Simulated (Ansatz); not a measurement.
## Defect calculation, host MgS

Computed with DFT PBE, scalar-relativistic, plane waves, PAW in Ansatz 0.2.0. Settings: 420 eV cutoff, 2×2×2 k-mesh, shifted by half a step, Gaussian smearing of 0.01 eV, collinear spin in charge 0 alone.

Host crystal, relaxed:

```
CELL_PARAMETERS angstrom
0.00000 2.61488 2.61488
2.61488 0.00000 2.61488
2.61488 2.61488 0.00000
ATOMIC_POSITIONS crystal
Mg 0.00000 0.00000 0.00000
S 0.50000 0.50000 0.50000
```

Supercell of 32 atoms, rows in host cell vectors: 1 1 -3; 1 1 1; 1 -3 1. Atoms relax at the host's cell, keeping the symmetry that the supercell leaves at the site. The cell is small, so energies carry finite-size errors of tenths of an eV. The host's Kohn–Sham gap is 2.76 eV. Atoms are taken from and returned to the elements' standard states.

The defect is an interstitial at (0.250, 0.250, 0.250) of the host cell.

| charge | E_f at the valence band top (eV) | moment (μB) | largest move (Å) | atoms near the site |
| --- | --- | --- | --- | --- |
| 0 | 2.67 | 1.00 | 0.09 | 4 Mg at 2.24 Å, 4 S at 2.35 Å |

(1) Which element is it? Judge by the nearest distance in charge 0 and covalent radii.
A. Re
B. Ti
C. K
D. Ba
E. H

Answers

(1) E. The nearest neighbour is Mg at 2.24 Å, and the summed covalent radii with Mg are 3.56 Å for Ba, 1.72 Å for H, 3.44 Å for K, 2.92 Å for Re, 3.01 Å for Ti, so H fits best. Bonds can miss such sums by a tenth of an ångström or more.